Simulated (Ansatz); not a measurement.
# BaTiO3: smallest direct gap on path and band gap as volume per atom varies

Results calculated with Ansatz 0.2.0, not measured. Periodic Kohn-Sham DFT of a crystal at fixed atoms; Kohn-Sham levels at symmetry points; band -1 is the highest filled and +1 the lowest empty one at that point, spin up along a +z start moment.

Cell of the first row (space group P4/mmm, No. 123):
```
BaTiO3
1.0
      3.9181     0.0000     0.0000
      0.0000     3.9181     0.0000
      0.0000     0.0000     3.9360
Ba Ti O
1 1 3
Direct
  0.00000 0.00000 0.00000
  0.50000 0.50000 0.50000
  0.50000 0.50000 0.00000
  0.50000 0.00000 0.50000
  0.00000 0.50000 0.50000
```

Settings of every row: method all-electron LAPW; functional PBE; relativity scalar; k mesh 7x7x7; filling fermi-dirac; smearing width 0.03 eV; basis error target 1 meV/atom; nucleus gaussian.

Atom start moment: 0 on all atoms.

Limits: no spin-orbit coupling on heavy atoms; run without spin polarisation, so a magnetic state may lie lower; semilocal functionals tend to give too small a gap; atoms stay on their symmetric sites, though polar or tilted forms of a perovskite may lie lower.

```csv
row,volume per atom (Å³),smallest direct gap on path (eV),band gap (eV)
1,12.085,1.964,1.919
2,12.342,1.946,1.875
3,12.599,1.926,1.832
4,12.728,?,?
5,12.856,1.905,1.789
6,12.985,1.894,1.768
7,13.113,1.883,1.747
8,13.371,1.859,1.706
9,13.628,1.834,1.665
```

Question: what smallest direct gap on path and band gap should row 4 give?

Worked fit of smallest direct gap on path. Take t = volume per atom − 13, in Å³. The shown rows have t = -0.915, -0.658, -0.401, -0.144, -0.015, 0.113, 0.371, 0.628. Least squares give smallest direct gap on path = 1.8928 − 0.0872 × t − 0.0101 × t² eV; a straight line predicts inner rows, each left out in turn, worse (root mean square 0.0019 against 0.0002 eV). All shown rows lie on it to the printed digit. The withheld row has t = -0.272, so the fit gives 1.8928 − 0.0872 × (-0.272) − 0.0101 × (-0.272)² = 1.916 eV.

The calculation gave 1.916 eV. The fit meets it to the printed digit.

Worked fit of band gap. Take t = volume per atom − 13, in Å³. The shown rows have t = -0.915, -0.658, -0.401, -0.144, -0.015, 0.113, 0.371, 0.628. Least squares give band gap = 1.7656 − 0.1631 × t + 0.005 × t² eV; a straight line predicts inner rows, each left out in turn, worse (root mean square 0.001 against 0.00023 eV). All shown rows lie on it to the printed digit. The withheld row has t = -0.272, so the fit gives 1.7656 − 0.1631 × (-0.272) + 0.005 × (-0.272)² = 1.810 eV.

The calculation gave 1.81 eV. The fit meets it to the printed digit.
